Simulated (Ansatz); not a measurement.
# SiNi (Pmmn) in Ansatz: a series of runs

Runs on SiNi. Level: BLYP. Tasks: single point, equation of state.

Everything below comes from runs of Ansatz 0.2.0. Logs are shortened: lines on timing, memory, paths and dates and some standing lists are left out, and cuts for length are marked.

### 1 Starting point

The structure is orthorhombic, space group Pmmn (No. 59). The conventional cell has a = 2.943 Å, b = 3.280 Å, c = 4.677 Å, α = 90.00°, β = 90.00°, γ = 90.00°. Ni (site symmetry mm2) has 6 Si at 2.34 to 2.37 Å and 4 Ni at 2.65 Å as nearest neighbours. Around Si (site symmetry mm2) lie 6 Ni at 2.34 to 2.37 Å and 4 Si at 2.65 Å.

The cell is a database's computed one.

### 2 Single point, BLYP, collinear spin, ferromagnetic start, 10.61 Å³/atom (volume scaled by 0.94)

The input, input.yaml:

```yaml
crystal:
  lattice:
    - [2.8826972597, 0.0, 0.0]
    - [0.0, 3.213361331, 0.0]
    - [0.0, 0.0, 4.5819618704]
  atoms:
    - { symbol: Ni, position: [0.5, 0.5, 0.34249559], spin: 1.0 }
    - { symbol: Ni, position: [0.0, 0.0, 0.65750441], spin: 1.0 }
    - { symbol: Si, position: [0.5, 0.5, 0.84314316] }
    - { symbol: Si, position: [0.0, 0.0, 0.15685684] }
hamiltonian:
  xc: blyp
  pseudopotentials: { kind: paw }
magnetization:
  spin_polarized: true
kpoints:
  mp_grid: { grid: [9, 8, 6] }
scf:
  occupations: { method: fermi_dirac, width: 0.05 }
output:
  forces: true
  stress: true
  eigenvalues: true
  write_density: true
  write_potential: true
  elf: true
  volumetric_format: npy
```

Potentials or basis: Ansatz PAW.

Launch:

```
$ ansatz run input.yaml --threads 2 --pin off --max-ram 5632MiB --backend cpu --events-out ev --progress --plain --runs-dir out
```

The program printed:

```text
Warning: RAYON_NUM_THREADS=2 ignored (pool sized by the plan → 2); use --threads N
Engine: ansatz 0.2.0, aarch64-unknown-linux-gnu
Pseudopotentials: kind: paw
Pseudopotential: Ni, paw, valence charge 18, recommended cutoff 420 eV (normal), Ni.paw.azcp
Pseudopotential: Si, paw, valence charge 4, recommended cutoff 420 eV (normal), Si.paw.azcp
Functional definition: BLYP
  parameter beta = 0.0042
  parameter a = 0.04918
  parameter b = 0.132
  parameter c = 0.2533
  parameter d = 0.349
  exchange = b88_x(beta = beta)
  correlation = lyp_c(a = a, b = b, c = c, d = d)
Crystal: 4 atoms, lattice volume = 42.443 Å³
Basis set: ecut = 420 eV, 825 PW (Γ), exchange–correlation on 40×48×64 points (8 copies of the dense FFT grid, shifted against one another)
Bands: 28, of which v1, the nominal top of the filled ones, is band 22 counted from 1 (21 counted from 0)
Symmetry: 8 space group operations
Space group: Pmmn (ITA 59), of the structure as read, at distance tolerance 3.5e-5 Å
Magnetic group: BNS 59.405 (UNI 503), of the structure as read, at distance tolerance 3.5e-5 Å
k-points: 100 of 432
Non-local potential: Ni, projectors of the file, l = 0: 3, l = 1: 2, l = 2: 3, l = 3: 1
Non-local potential: Si, projectors of the file, l = 0: 2, l = 1: 2, l = 2: 2
PAW form: soft (Blöchl's): semilocal exchange-correlation on the pseudo side does not see the compensation charge
PAW frozen core: Ni, regenerated for the run's functional, and the local potential with it (the file was generated under x = pbe(κ = 0.804, μ = 0.2195149727645171), c = pbe(β = 0.06672455060314922))
PAW frozen core: Si, regenerated for the run's functional, and the local potential with it (the file was generated under x = pbe(κ = 0.804, μ = 0.2195149727645171), c = pbe(β = 0.06672455060314922))
PAW one-centre angular grid: Ni, 590 points (default); XC on 64 Gauss nodes
PAW one-centre angular grid: Si, 110 points (default); XC on 64 Gauss nodes
Initial density: superposition of atomic densities (chi_scale 0.1, normalization cell)
Starting moments: Σ|m| = 2 μB on 2 of 4 sites
Initial wavefunctions: pseudopotential atomic-orbital guess
Functional: x = b88, c = lyp
SCF iter   1: F=—  HF=-12972.293230 eV  |F-HF|=—  |Δ(HF+E_count)|=         —  Δρ=1.28e-1 (↑1.28e-1 ↓6.64e-2)  dr2=1.59e0  dr2_m=3.39e0  M=0.064 μB ∫|m|=0.238 μB  β_m=0.30  ethr=3.10e-3  ⟨swp⟩=5.6  Hψ=22132  notcnv=0
Mixer restart at iter 1: flushing history
preconditioner: auto → Kerker (q_TF=auto, 2.745 Å⁻¹)  [metal: Δε(μ)=0.051 eV  Ē_g=8.215 eV  σ=0.050 eV  W_gap=0.24  n_scr=16 (ndim 8)  ℏωp=30.2 eV  f_vac=0.000  D(μ)=0.83/eV (n_scr^D=2)]
spin=Collinear: Kerker preconditioning applied to the charge; magnetization (m = ρ↑ − ρ↓) channel mixes plain (no charge-response kernel on spin).
SCF iter   2: F=—  HF=-12972.064535 eV  |F-HF|=—  |Δ(HF+E_count)|=   2.29e-1  Δρ=8.80e-2 (↑5.15e-2 ↓8.80e-2)  dr2=7.69e-1  dr2_m=1.78e0  M=0.058 μB ∫|m|=0.177 μB  β_m=0.48  ethr=3.10e-3  ⟨swp⟩=2.6  Hψ=10295  notcnv=0  defer=166
SCF iter   3: F=—  HF=-12974.291890 eV  |F-HF|=—  |Δ(HF+E_count)|=    2.23e0  Δρ=5.08e-2 (↑3.03e-2 ↓5.08e-2)  dr2=4.52e-1  dr2_m=5.90e-1  M=0.031 μB ∫|m|=0.109 μB  β_m=0.74  ethr=1.75e-3  ⟨swp⟩=2.5  Hψ=9137  notcnv=0  defer=165
SCF iter   4: F=—  HF=-12975.856600 eV  |F-HF|=—  |Δ(HF+E_count)|=    1.56e0  Δρ=2.76e-2 (↑2.46e-2 ↓2.76e-2)  dr2=1.03e0  dr2_m=9.07e-4  M=0.001 μB ∫|m|=0.013 μB  β_m=0.73  ethr=1.03e-3  ⟨swp⟩=2.6  Hψ=9440  notcnv=0  defer=196
SCF iter   5: F=—  HF=-12975.694666 eV  |F-HF|=—  |Δ(HF+E_count)|=   1.62e-1  Δρ=6.09e-3 (↑6.05e-3 ↓6.09e-3)  dr2=2.83e-2  dr2_m=4.69e-6  M=-0.000 μB ∫|m|=0.002 μB  β_m=0.86  ethr=1.03e-3  ⟨swp⟩=2.9  Hψ=9463  notcnv=0  defer=196
SCF iter   6: F=—  HF=-12975.702713 eV  |F-HF|=—  |Δ(HF+E_count)|=   8.05e-3  Δρ=1.44e-3 (↑1.05e-3 ↓1.44e-3)  dr2=2.83e-3  dr2_m=2.21e-5  M=0.000 μB ∫|m|=0.001 μB  β_m=0.86  ethr=6.43e-5  ⟨swp⟩=2.0  Hψ=10339  notcnv=0  defer=196
SCF iter   7: F=—  HF=-12975.702184 eV  |F-HF|=—  |Δ(HF+E_count)|=   5.29e-4  Δρ=1.70e-4 (↑1.70e-4 ↓1.48e-4)  dr2=4.25e-5  dr2_m=5.22e-7  M=0.000 μB ∫|m|=0.000 μB  β_m=0.93  ethr=6.44e-6  ⟨swp⟩=1.6  Hψ=7041  notcnv=0  defer=196
SCF iter   8: F=—  HF=-12975.702229 eV  |F-HF|=—  |Δ(HF+E_count)|=   4.50e-5  Δρ=7.32e-5 (↑7.32e-5 ↓6.67e-5)  dr2=6.39e-6  dr2_m=1.74e-8  M=0.000 μB ∫|m|=0.000 μB  β_m=0.97  ethr=9.66e-8  ⟨swp⟩=2.0  Hψ=8444  notcnv=0  defer=196
SCF iter   9: F=—  HF=-12975.702232 eV  |F-HF|=—  |Δ(HF+E_count)|=   2.65e-6  Δρ=1.95e-5 (↑1.78e-5 ↓1.95e-5)  dr2=5.83e-7  dr2_m=5.54e-10  M=0.000 μB ∫|m|=0.000 μB  β_m=0.98  ethr=1.45e-8  ⟨swp⟩=2.0  Hψ=8434  notcnv=0  defer=196
SCF iter  10: F=—  HF=-12975.702232 eV  |F-HF|=—  |Δ(HF+E_count)|=   8.86e-9  Δρ=1.31e-5 (↑1.29e-5 ↓1.31e-5)  dr2=2.33e-7  dr2_m=5.27e-12  M=-0.000 μB ∫|m|=0.000 μB  β_m=0.99  ethr=1.33e-9  ⟨swp⟩=1.2  Hψ=6012  notcnv=0  defer=196
SCF iter  11: F=—  HF=-12975.702232 eV  |F-HF|=—  |Δ(HF+E_count)|=   1.75e-8  Δρ=3.95e-6 (↑3.95e-6 ↓3.84e-6)  dr2=1.89e-8  dr2_m=1.66e-12  M=-0.000 μB ∫|m|=0.000 μB  β_m=0.82  ethr=5.29e-10  ⟨swp⟩=1.6  Hψ=6572  notcnv=0  defer=196
SCF iter  12: F=-12975.702232 eV  HF=-12975.702232 eV  |F-HF|=1.78e-9  |Δ(HF+E_count)|=   2.39e-9  Δρ=1.23e-6 (↑1.15e-6 ↓1.23e-6)  dr2=1.87e-9  dr2_m=9.54e-13  M=-0.000 μB ∫|m|=0.000 μB  ethr=4.30e-11  ⟨swp⟩=9.2  Hψ=35648  notcnv=0
SCF 1 converged in 12 iterations: F = -12975.702232 eV  dr2 = 1.87e-9
WARN: the starting moments were not kept: the SCF closed with an absolute magnetisation of 8.6e-7 μB, where they sum to 2 μB in size (2 sites). That is at most 0.1 of that sum. Measured as dr2_m measures the in/out step, that magnetisation stands 3.6e-13 eV from none, at or under the dr2_threshold of 1.0e-7 eV: it is no larger than a step whose dr2_m would equal this threshold. The system may hold no moment; this SCF shows only that its start led to no more than that. To try another start: raise the starting moments (crystal.atoms[].spin, magnetization.per_species, magnetization.initial_magnetization, or on a non-collinear deck that types none of these the spinor_matrix: blocks that start its atoms; where the total moment is fixed, keep their sum and leave initial_magnetization as it is; typed ones take the place of any that the run laid by itself, positive ones on a crystal's lanthanoids without a Hubbard term where scf.initial_density.shell_occupations: [] is typed) or, if the notice of its spin-set hold's release reads "site moments contracting" or "site moments show no strong build", lengthen the hold (scf.mixing.spin_hold: { on: { confirm: 4 } }; for m-r²SCAN on two components see the key's manual first). Each may lead to a state that holds a moment. A second SCF, from the converged charge density, with the starting moments and any scf.initial_density.shell_occupations laid on it anew, would have followed, and was not run: the deck does not ask for one (magnetization.retry_lost_moments is false, the default). To let it run, set magnetization.retry_lost_moments: true and run the deck again, where that key's refused combinations let it; where memory then withholds it, that run's warning says so.
SCF converged after 12 iterations
Magnetization: -0.0000 μB (22.0000 up, 22.0000 down)
Absolute magnetization: 0.0000 μB (∫|ρ↑−ρ↓|, with the PAW one-centre terms)
Spin contamination: 0.0000 ħ² per cell (⟨S²⟩ above its minimum at these occupations)
Per-site moments (μB) at R_I (Å): [(-1.710394658738964e-7, 0.943805690087529), (-1.710394663207782e-7, 0.9438056900875288), (-3.137053377514194e-8, 0.943805690087529), (-3.1370533255948485e-8, 0.9438056900875288)]
Free energy (F): -12975.702232 eV
Harris-Foulkes:  -12975.702232 eV  (|F-HF|=1.78e-9)
Internal energy: -12975.694744 eV  (E = F + TS)
E sigma→0 (E₀):  -12975.698488 eV
Entropy (-TS):   -0.007488 eV (-1.872 meV/atom)
Fermi energy:    18.130793 eV
--- Per-component energies (eV) ---
  E_band       = -522.314529
  E_kinetic    = 668.350511
  E_local      = -8691.474032  (includes V_loc(G=0)·N_el)
  E_nonlocal   = 1315.577372
  E_hartree    = 3779.140541
  E_xc         = -282.280980
  E_vxc        = -315.334496  (∫ρ·V_xc dr)
  E_paw        = -4318.812177  (= ΣΔE_a)
  E_vpaw       = -1057.721152  (= ΣTr[D̂ρ^β])
  E_aug_tail   = 0.000881  (compensation charges beyond the density's cutoff)
  E_ewald      = -5446.233430
  E_core_change = 0.036570  (= ΣΔE_core)
  E_smearing   = -0.007488  (= −TS)
  E_closure    = 0.000000  (closes the sum)
  Σ components = -12975.702232   (vs F -12975.702232, Δ=0.00e0)
--- Forces (eV/Å), atoms counted from 1 ---
  atom   1  Ni     0.00000000     0.00000000     0.03672502
  atom   2  Ni     0.00000000     0.00000000    -0.03672502
  atom   3  Si     0.00000000     0.00000000     0.00358410
  atom   4  Si     0.00000000     0.00000000    -0.00358410
  max |Σ_I F_I| component: 6.94e-18 eV/Å
--- Stress (GPa, compression-positive) ---
       31.111747       0.000000       0.000000
        0.000000      31.406554       0.000000
        0.000000       0.000000      30.909504
  P = ⅓ Tr σ = 31.1426 GPa (311.426 kbar)
--- Band table (eV; the first three rows and the last of 200) ---
  k-point 0 ↑: bands = ["-85.9581", "-85.9451", "-46.5973", "-46.5607", "-46.4789", "-46.4297", "-46.3746", "-46.3375", "3.4183", "9.4082", "11.1075", "13.3938", "13.9504", "14.7937", "14.9135", "15.0283", "15.0418", "15.1236", "15.5207", "15.8658", "15.8892", "16.6481", "19.3874", "21.1086", "23.5234", "23.9809", "25.7059", "26.1899"]
  k-point 1 ↑: bands = ["-85.9581", "-85.9451", "-46.5972", "-46.5610", "-46.4789", "-46.4297", "-46.3746", "-46.3375", "3.5750", "8.5829", "11.5404", "13.4550", "13.9040", "14.8089", "14.9256", "14.9563", "14.9706", "15.1246", "15.4235", "15.8522", "16.5359", "17.1135", "19.7018", "21.0180", "22.5846", "23.9160", "24.9714", "25.3171"]
  k-point 2 ↑: bands = ["-85.9580", "-85.9451", "-46.5970", "-46.5616", "-46.4788", "-46.4298", "-46.3745", "-46.3375", "3.9746", "7.3773", "11.9584", "13.5834", "13.8045", "14.7653", "14.8156", "14.8570", "14.9510", "15.0883", "15.2297", "15.8240", "18.1480", "18.4123", "20.4959", "20.8396", "21.0409", "23.6163", "23.6459", "23.8890"]
  k-point 99 ↓: bands = ["-85.9500", "-85.9500", "-46.5773", "-46.5773", "-46.4665", "-46.4665", "-46.3690", "-46.3690", "10.0308", "10.0308", "11.1269", "11.1269", "12.8271", "12.8271", "14.0780", "14.0780", "15.0218", "15.0218", "15.7411", "15.7411", "16.4542", "16.4542", "17.7255", "17.7255", "19.4593", "19.4593", "26.2395", "26.2395"]
```

Wall time 12 s (2 threads of Arm Neoverse V1, shared host); peak memory 0.5 GiB.

What came out:

- Free energy: -12975.7022 eV
- Pressure: 31.1 GPa
- Largest force: 0.037 eV/Å
- Band gap on the k mesh: none (metal or under the smearing width)
- Net moment: 0.00 μB per cell
- Absolute moment: 0.00 μB per cell

Caveat: the PAW data sets come from PBE, with cores solved anew for the run's functional, which leaves a small shift of forces and pressure; the starting moments weren't kept.

### 3 Single point, BLYP, collinear spin, ferromagnetic start, 10.84 Å³/atom (volume scaled by 0.96)

input.yaml: that of step 2 with these lines changed.

```diff
@@ -2,5 +2,5 @@
   lattice:
-    - [2.8826972597, 0.0, 0.0]
-    - [0.0, 3.213361331, 0.0]
-    - [0.0, 0.0, 4.5819618704]
+    - [2.9029986135, 0.0, 0.0]
+    - [0.0, 3.2359913818, 0.0]
+    - [0.0, 0.0, 4.6142302706]
   atoms:
@@ -23,5 +23 @@
   eigenvalues: true
-  write_density: true
-  write_potential: true
-  elf: true
-  volumetric_format: npy
```

Potentials or basis: Ansatz PAW.

Launch:

```
$ ansatz run input.yaml --threads 2 --pin off --max-ram 5632MiB --backend cpu --events-out ev --progress --plain --runs-dir out
```

Wall time 11 s (2 threads of Arm Neoverse V1, shared host); peak memory 0.49 GiB.

Results (log left out):

```
Free energy            : -12975.8612 eV
Pressure               : 25.4 GPa
Largest force          : 0.048 eV/Å
Band gap on the k mesh : none (metal or under the smearing width)
Net moment             : 0.00 μB per cell
Absolute moment        : 0.00 μB per cell
```

Caveat: the PAW data sets come from PBE, with cores solved anew for the run's functional, which leaves a small shift of forces and pressure; the starting moments weren't kept.

### 4 Single point, BLYP, collinear spin, ferromagnetic start, 11.06 Å³/atom (volume scaled by 0.98)

input.yaml: that of step 3 with these lines changed.

```diff
@@ -2,5 +2,5 @@
   lattice:
-    - [2.9029986135, 0.0, 0.0]
-    - [0.0, 3.2359913818, 0.0]
-    - [0.0, 0.0, 4.6142302706]
+    - [2.9230199262, 0.0, 0.0]
+    - [0.0, 3.258309269, 0.0]
+    - [0.0, 0.0, 4.646053554]
   atoms:
```

Launch:

```
$ ansatz run input.yaml --threads 2 --pin off --max-ram 5632MiB --backend cpu --events-out ev --progress --plain --runs-dir out
```

Wall time 11 s (2 threads of Arm Neoverse V1, shared host); peak memory 0.5 GiB.

It converged, with:

- Free energy: -12975.9895 eV
- Pressure: 20.2 GPa
- Largest force: 0.096 eV/Å
- Band gap on the k mesh: none (metal or under the smearing width)
- Net moment: 0.00 μB per cell
- Absolute moment: 0.00 μB per cell

Caveat: the PAW data sets come from PBE, with cores solved anew for the run's functional, which leaves a small shift of forces and pressure; the starting moments weren't kept.

### 5 Single point, BLYP, collinear spin, ferromagnetic start, 11.29 Å³/atom

input.yaml: that of step 4 with these lines changed.

```diff
@@ -2,5 +2,5 @@
   lattice:
-    - [2.9230199262, 0.0, 0.0]
-    - [0.0, 3.258309269, 0.0]
-    - [0.0, 0.0, 4.646053554]
+    - [2.94277066, 0.0, 0.0]
+    - [0.0, 3.28032554, 0.0]
+    - [0.0, 0.0, 4.67744676]
   atoms:
```

Launch:

```
$ ansatz run input.yaml --threads 2 --pin off --max-ram 5632MiB --backend cpu --events-out ev --progress --plain --runs-dir out
```

It took 11 s on 2 threads of Arm Neoverse V1, shared host; peak memory 0.5 GiB.

The run converged. Its results:

```
Free energy            : -12976.0900 eV
Pressure               : 15.6 GPa
Largest force          : 0.140 eV/Å
Band gap on the k mesh : none (metal or under the smearing width)
Net moment             : 0.00 μB per cell
Absolute moment        : 0.00 μB per cell
```

Caveat: the PAW data sets come from PBE, with cores solved anew for the run's functional, which leaves a small shift of forces and pressure; the starting moments weren't kept.

### 6 Single point, BLYP, collinear spin, ferromagnetic start, 11.51 Å³/atom (volume scaled by 1.02)

input.yaml: that of step 5 with these lines changed.

```diff
@@ -2,5 +2,5 @@
   lattice:
-    - [2.94277066, 0.0, 0.0]
-    - [0.0, 3.28032554, 0.0]
-    - [0.0, 0.0, 4.67744676]
+    - [2.9622597754, 0.0, 0.0]
+    - [0.0, 3.3020501833, 0.0]
+    - [0.0, 0.0, 4.7084241314]
   atoms:
@@ -23 +23,5 @@
   eigenvalues: true
+  write_density: true
+  write_potential: true
+  elf: true
+  volumetric_format: npy
```

Potentials or basis: Ansatz PAW.

Launch:

```
$ ansatz run input.yaml --threads 2 --pin off --max-ram 5632MiB --backend cpu --events-out ev --progress --plain --runs-dir out
```

Run time: 13 s. Hardware: 2 threads of Arm Neoverse V1, shared host; peak memory 0.49 GiB.

Results (log left out):

```yaml
Free_energy: -12976.1658 eV
Pressure: 11.4 GPa
Largest_force: 0.187 eV/Å
Band_gap_on_the_k_mesh: none (metal or under the smearing width)
Net_moment: 0.00 μB per cell
Absolute_moment: 0.00 μB per cell
```

Caveat: the PAW data sets come from PBE, with cores solved anew for the run's functional, which leaves a small shift of forces and pressure; the starting moments weren't kept.

### 7 Single point, BLYP, collinear spin, ferromagnetic start, 11.74 Å³/atom (volume scaled by 1.04)

input.yaml: that of step 6 with these lines changed.

```diff
@@ -2,5 +2,5 @@
   lattice:
-    - [2.9622597754, 0.0, 0.0]
-    - [0.0, 3.3020501833, 0.0]
-    - [0.0, 0.0, 4.7084241314]
+    - [2.9814957675, 0.0, 0.0]
+    - [0.0, 3.3234926684, 0.0]
+    - [0.0, 0.0, 4.7389991708]
   atoms:
```

Launch:

```
$ ansatz run input.yaml --threads 2 --pin off --max-ram 5632MiB --backend cpu --events-out ev --progress --plain --runs-dir out
```

Wall time 13 s (2 threads of Arm Neoverse V1, shared host); peak memory 0.49 GiB.

The run converged. Its results:

```yaml
Free_energy: -12976.2193 eV
Pressure: 7.6 GPa
Largest_force: 0.233 eV/Å
Band_gap_on_the_k_mesh: none (metal or under the smearing width)
Net_moment: 0.00 μB per cell
Absolute_moment: 0.00 μB per cell
```

Caveat: the PAW data sets come from PBE, with cores solved anew for the run's functional, which leaves a small shift of forces and pressure; the starting moments weren't kept.

### 8 Single point, BLYP, collinear spin, ferromagnetic start, 11.97 Å³/atom (volume scaled by 1.06)

input.yaml: that of step 7 with these lines changed.

```diff
@@ -2,5 +2,5 @@
   lattice:
-    - [2.9814957675, 0.0, 0.0]
-    - [0.0, 3.3234926684, 0.0]
-    - [0.0, 0.0, 4.7389991708]
+    - [3.0004866984, 0.0, 0.0]
+    - [0.0, 3.3446619823, 0.0]
+    - [0.0, 0.0, 4.7691846927]
   atoms:
```

Launch:

```
$ ansatz run input.yaml --threads 2 --pin off --max-ram 5632MiB --backend cpu --events-out ev --progress --plain --runs-dir out
```

Run time: 14 s. Hardware: 2 threads of Arm Neoverse V1, shared host; peak memory 0.49 GiB.

It converged, with:

```yaml
Free_energy: -12976.2527 eV
Pressure: 4.3 GPa
Largest_force: 0.276 eV/Å
Band_gap_on_the_k_mesh: none (metal or under the smearing width)
Net_moment: 0.00 μB per cell
Absolute_moment: 0.00 μB per cell
```

Caveat: the PAW data sets come from PBE, with cores solved anew for the run's functional, which leaves a small shift of forces and pressure; the starting moments weren't kept.

### 9 Equation of state, BLYP, collinear spin, ferromagnetic start

Potentials or basis: Ansatz PAW.

This step only gathers the single runs of the series.

What came out:

```
Equilibrium volume                        : 12.29 Å³/atom (rough: see the caveat)
Bulk modulus at fixed shape and positions : 149 GPa (rough)
```

Energy against volume, from the lowest point:
```csv
volume (Å³/atom),energy (meV/atom)
10.611,137.62
10.837,97.87
11.062,65.82
11.288,40.67
11.514,21.73
11.740,8.36
11.965,0.00
```

Caveat: the potentials were made for another functional, which shifts forces and pressure; the minimum lies outside the volumes run; the cell was scaled at fixed shape and fractional positions, which overstates the stiffness of a crystal with free parameters, most of all of layers and chains.
